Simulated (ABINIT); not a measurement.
SnO:

```
Sn O
1.0
     3.81370    0.00000    0.00000
     0.00000    3.81370    0.00000
     0.00000    0.00000    4.88691
Sn O
2 2
Cartesian
  1.9068 0.0000 3.7367
  0.0000 1.9068 1.1503
  0.0000 0.0000 0.0000
  1.9068 1.9068 0.0000
```

The cell is a database's computed one.

Program: ABINIT 10.8.3 (patched build). Alike in all runs: cell as given. Hardware: 1 thread of Arm Neoverse V1, with other jobs on the host.

Task: Order these runs on this cell by their wall time, lowest first.
A. task optical spectrum; level PBEsol; potentials or basis PseudoDojo NC SR PBEsol v0.4.1 standard; spin off; k mesh 8 × 8 × 8, shifted; cutoff (eV) 980; smearing fixed; bands in the sums 28; broadening (eV) 0.2; scissor shift (eV) 0; tensor components [11, 33]
B. task single point; level PBE; potentials or basis JTH PAW PBE v2.0; spin SOC, no magnetisation; k mesh 5 × 5 × 4; cutoff (eV) 517; smearing fermi-dirac 0.05 eV; fine-grid cutoff 1034.03 eV
C. task single point; level PBEsol; potentials or basis PseudoDojo NC SR PBEsol v0.4.1 standard; spin off; k mesh 5 × 5 × 4; cutoff (eV) 980; smearing fermi-dirac 0.05 eV

Result: C (84 s), B (190 s), A (410 s).

Caveats: spectra need much finer meshes, so this one isn't converged (some runs); independent-particle spectra lack excitons (some runs).
